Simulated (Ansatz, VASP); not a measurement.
# Two plane-wave programs on BaZrO3

File INCAR:

```
ALGO = Normal ; EDIFF = 1E-6
EDIFFG = -0.005 ; ENCUT = 600
GGA = PS ; IBRION = 2
ISIF = 3 ; ISMEAR = 0
LASPH = True ; LCHARG = False
LREAL = False ; LWAVE = False
NELM = 60 ; NSW = 100
PREC = Accurate ; SIGMA = 0.02
```

The input KPOINTS:

```
k-points
0
Gamma
  6 6 6
```

File POSCAR:

```
BaZrO3
1.0
    4.2123871500      0.0000000000      0.0000000000
    0.0000000000      4.2123871500      0.0000000000
    0.0000000000      0.0000000000      4.2123871500
Ba Zr O
1 1 3
Direct
    0.0000000000      0.0000000000      0.0000000000
    0.5000000000      0.5000000000      0.5000000000
    0.5000000000      0.0000000000      0.5000000000
    0.5000000000      0.5000000000      0.0000000000
    0.0000000000      0.5000000000      0.5000000000
```

Input for Ansatz:

```yaml
crystal:
  lattice:
    - [4.21238715, 0.0, 0.0]
    - [0.0, 4.21238715, 0.0]
    - [0.0, 0.0, 4.21238715]
  atoms:
    - { symbol: Ba, position: [0.0, 0.0, 0.0] }
    - { symbol: Zr, position: [0.5, 0.5, 0.5] }
    - { symbol: O, position: [0.5, 0.0, 0.5] }
    - { symbol: O, position: [0.5, 0.5, 0.0] }
    - { symbol: O, position: [0.0, 0.5, 0.5] }
basis:
  ecutwfc: 420
kpoints:
  mp_grid: { grid: [6, 6, 6] }
hamiltonian:
  xc: pbesol
scf:
  occupations: { method: gaussian, width: 0.02 }
output:
  forces: true
  stress: true
  eigenvalues: true
relax:
  adjacent_minimum: "off"
  f_tol: 0.005
  max_steps: 80
  cell: { stress_tol: 0.05 }
```

The cell is a database's computed one.

Alike in both runs: task relaxation of cell and atoms; functional PBEsol; k mesh 6 × 6 × 6; occupations gaussian, width 0.02 eV; no spin polarisation.

```csv
,VASP,Ansatz
version,VASP 6.6.1,Ansatz 0.2.0
potentials or method,"VASP PAW PBE potentials, release 64 (Ba_sv, Zr_sv, O)","scalar-relativistic, plane waves, PAW"
plane-wave cutoff (eV),600,420
valence electrons in the cell,40,40
```

VASP gave:

```
gap on the k mesh at the Fermi level, each at its own relaxed structure (eV) : 3.11
relaxed volume (Å³/atom)                                                     : 14.71
relaxed cell length with the largest relative difference (Å)                 : 4.189
energy change over the relaxation (meV/atom)                                 : -2
```

Estimate Ansatz's values.

gap on the k mesh at the Fermi level, each at its own relaxed structure (eV): 3.17; relaxed volume (Å³/atom): 14.61; relaxed cell length with the largest relative difference (Å): 4.181; energy change over the relaxation (meV/atom): -4.

Caveats: the PAW data sets were made with another functional, which shifts forces and pressure a little (VASP); spin-orbit coupling is left out, which moves the levels of the heavy elements. A k mesh can miss the band edges. A hybrid or GW would open this gap; PBEsol tends to underestimate it.
